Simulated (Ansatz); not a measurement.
Runs of Ansatz 0.2.0 on Au. Symmetry: Fm-3m, No. 225, cubic system. Conventional cell: a = 4.070 Å, b = 4.070 Å, c = 4.070 Å, α = 90.00°, β = 90.00°, γ = 90.00°. Around Au (site symmetry m-3m) lie 12 Au at 2.88 Å. 

```csv
task,level,potentials or basis,spin,cell,cutoff (eV),points for each segment of the path,gap on the mesh (eV),pressure (GPa),V0 of scaled cells (Å³/atom),B0 (GPa)
equation of state,SVWN5,Ansatz PAW,off,as given,420,-,-,-,16.57,195
relaxation of cell and atoms,rPW86-PBE,Ansatz PAW,off,relaxed,420,-,-,0.0,-,-
single point,PBE,Ansatz PAW,off,as given,600,-,none,10.8,-,-
equation of state,LDA,Ansatz PAW,"SOC, no magnetisation",as given,420,-,-,-,16.45,199
band structure,PBE,Ansatz NC,off,as given,1034,14,none,10.9,-,-
equation of state,PBEsol+D3(BJ),Ansatz PAW,off,as given,420,-,-,-,16.45,199
equation of state,LDA,PseudoDojo LDA,off,as given,1034,-,-,-,(a),195
```

Alike in all rows: k mesh 11 × 11 × 11; smearing fermi-dirac 0.05 eV.

Problem. Fill in the values left out.

Solution. (a) 16.54.

Caveats: the plane-wave basis is chosen anew once the cell has moved, so the energies of steps on either side of that aren't comparable (some runs); the volume moved by +15 % from the deposited cell, more than functionals usually miss (some runs); the PAW data sets come from PBE, with cores solved anew for the run's functional, which leaves a small shift of forces and pressure (some runs); spin-orbit coupling is left out, which moves the levels of the heavy elements (some runs).

A k mesh can miss the band edges, and rows without SOC leave out spin-orbit coupling on Au.

A gap of «none» marks a metal or a gap under the smearing width.
